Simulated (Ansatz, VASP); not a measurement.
SiC (Moissanite 3C): VASP beside Ansatz

```
Si C
1.0
     0.00000    2.17900    2.17900
     2.17900    0.00000    2.17900
     2.17900    2.17900    0.00000
Si C
1 1
Cartesian
  0.0000 0.0000 0.0000
  1.0895 1.0895 1.0895
```

Alike in both runs: task relaxation of cell and atoms; functional PBE; k mesh 10 × 10 × 10; occupations gaussian, width 0.02 eV; no spin polarisation.

```csv
,VASP,Ansatz
version,VASP 6.6.1,Ansatz 0.2.0
potentials or method,"VASP PAW PBE potentials, release 64 (Si, C)","scalar-relativistic, plane waves, PAW"
plane-wave cutoff (eV),600,420
valence electrons in the cell,8,8
```

|  | VASP | Ansatz | Ansatz less VASP |
| --- | --- | --- | --- |
| gap on the k mesh at the Fermi level, each at its own relaxed structure (eV) | 1.37 | 1.37 | +0.002 |
| relaxed volume (Å³/atom) | 10.49 | 10.50 | +0.009 |
| relaxed cell length with the largest relative difference (Å) | 3.096 | 3.097 | +0.0009 |
| energy change over the relaxation (meV/atom) | -1 | -2 | -0.2 |

A k mesh can miss the band edges. PBE usually gives volumes a little too large and moduli too small. Expect the measured gap to be larger: semilocal functionals such as PBE lack the derivative discontinuity.
